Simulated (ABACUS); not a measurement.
**SnO under changes of volume**

One of the cells (17.769 Å³/atom); the others are scaled copies at fixed shape and fractional positions:

```xyz
4
Lattice="3.8137 0.0000 0.0000 0.0000 3.8137 0.0000 0.0000 0.0000 4.8869" Properties=species:S:1:pos:R:3 pbc="T T T"
Sn    1.9068    0.0000    3.7367
Sn    0.0000    1.9068    1.1503
O     0.0000    0.0000    0.0000
O     1.9068    1.9068    0.0000
```

The cell is a database's computed one.

| Quantity | Value |
| --- | --- |
| Program | ABACUS 3.10.1 |
| Functional | PBE |
| Potentials or basis | PseudoDojo NC SR 0.4.1 PBE standard |
| Cutoff | 1143 eV |
| Density cutoff | 4572 eV |
| Basis | plane waves |
| k mesh | 7 × 7 × 6 |
| Occupations | fermi-dirac, width 0.05 eV |
| Spin | no spin polarisation |

```csv
volume (Å³/atom),energy over the lowest point (meV/atom),pressure (GPa),gap on the mesh (eV),largest force (eV/Å)
16.703,59.98,11.3,0.14,1.442
17.058,37.85,8.6,0.22,1.090
17.414,?,?,?,?
17.769,9.81,4.1,0.37,0.467
18.125,2.87,2.2,0.44,0.190
18.480,0.00,0.4,0.51,0.066
18.835,0.81,-1.2,0.57,0.303
```

Problem. What does the run at 17.414 Å³/atom give?

Solution. Energy over the lowest point 21.31 meV/atom; pressure 6.2 GPa; gap on the mesh 0.30 eV; largest force 0.766 eV/Å.

Worked out: A Birch-Murnaghan fit of order 3 (a polynomial in V^(-2/3)) to the other rows has its minimum at 18.57 Å³/atom with B0 = V·E''(V) = 84 GPa and B' = 4.5 at fixed shape and positions, which overstates the stiffness. It gives 21.29 meV/atom at 17.414 Å³/atom, against the run's 21.31, and -dE/dV = 6.3 GPa, against 6.2. A straight line through the other rows of the gap, of slope 3.6 eV per unit of ln V, gives 0.29 eV, against the run's 0.30.

Energies are extrapolated to zero smearing.

Caveats: spin-orbit coupling is left out, which moves the levels of the heavy elements; an odd mesh through Γ misses points on the zone boundary, where band edges often lie; forces of over 1 eV/Å show positions far from the minimum, so gaps and moduli don't describe the material at rest (some runs).
